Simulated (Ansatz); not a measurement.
**TaN: biaxial strain in the a-b plane**

One table from this session's results is given with a row withheld; the runs are named, their logs left out.

Method: DFT PBE, scalar-relativistic, plane waves, PAW, in Ansatz 0.2.0.

3 further runs of the same task are left out: 3 set aside as unsound or not needed.

### The system as given

It takes space group P6_3/mmc (No. 194, hexagonal). The conventional cell has a = 2.917 Å, b = 2.917 Å, c = 5.915 Å, α = 90.00°, β = 90.00°, γ = 120.00°. Ta (site symmetry -3m) is surrounded by 6 N at 2.24 Å. N (site symmetry -6m2) has 6 Ta at 2.24 Å as nearest neighbours.

Coordinates:

```xyz
4
Lattice="2.9171 0.0000 0.0000 -1.4586 2.5263 0.0000 0.0000 0.0000 5.9150" Properties=species:S:1:pos:R:3 pbc="T T T"
Ta    0.0000    0.0000    0.0000
Ta    0.0000    0.0000    2.9575
N     0.0000    1.6842    1.4787
N     1.4586    0.8421    4.4362
```

This cell was relaxed beforehand with the same method: volume 10.90 Å³/atom, gap on the mesh none (metal).

Set-up of the first run:

input.yaml

```yaml
crystal:
  lattice:
    - [2.9171232583, 0.0, 0.0]
    - [-1.4585616292, 2.5263028477, 0.0]
    - [0.0, 0.0, 5.9149681215]
  atoms:
    - { symbol: Ta, position: [0.0, 0.0, 0.0] }
    - { symbol: Ta, position: [0.0, 0.0, 0.5] }
    - { symbol: "N", position: [0.3333333333, 0.6666666667, 0.25] }
    - { symbol: "N", position: [0.6666666667, 0.3333333333, 0.75] }
basis:
  ecutwfc: 420
kpoints:
  mp_grid: { grid: [18, 18, 8] }
hamiltonian:
  xc: pbe
scf:
  occupations: { method: gaussian, width: 0.1 }
output:
  forces: true
  stress: true
  eigenvalues: true
```

Among the steps run: The unstrained reference; At -2.0 %; At +2.0 %; Strain -4.0 %; The cell strained by +4.0 %; At -6.0 %; Strain +6.0 %.

One table of the session follows, with a row left open; its other results are not shown here.

Lengths are those of the vectors of the cell that was run; stresses in GPa:

```
strain (%)  ΔE (meV/atom)  a (Å)  b (Å)  c (Å)
      -6.0          215.1  2.742  2.742  6.046
      -4.0              ?      ?      ?      ?
      -2.0           21.6  2.859  2.859  5.956
      +0.0            0.0  2.917  2.917  5.915
      +2.0           19.4  2.975  2.975  5.873
      +4.0           72.8  3.034  3.034  5.824
      +6.0          151.4  3.092  3.092  5.756
```

**Question.** Estimate the row for strain (%) = -4.0.

Worked estimate for «ΔE (meV/atom)». A straight line through the neighbours (-6.0, 215.1) and (-2.0, 21.6) gives 215.1 + (21.6 − 215.1) × (-4.0 + 6.0) / (-2.0 + 6.0) = 118.3; a parabola fitted to 3 rows on both sides gives 93.3.

As computed: ΔE (meV/atom): 91.0; a (Å): 2.800; b (Å): 2.800; c (Å): 6.000. In «ΔE (meV/atom)» the line misses by +27.3 and the parabola by +2.3.

ΔE is over the unstrained cell. Stress in GPa, positive in compression, on the Cartesian axes of the input. 
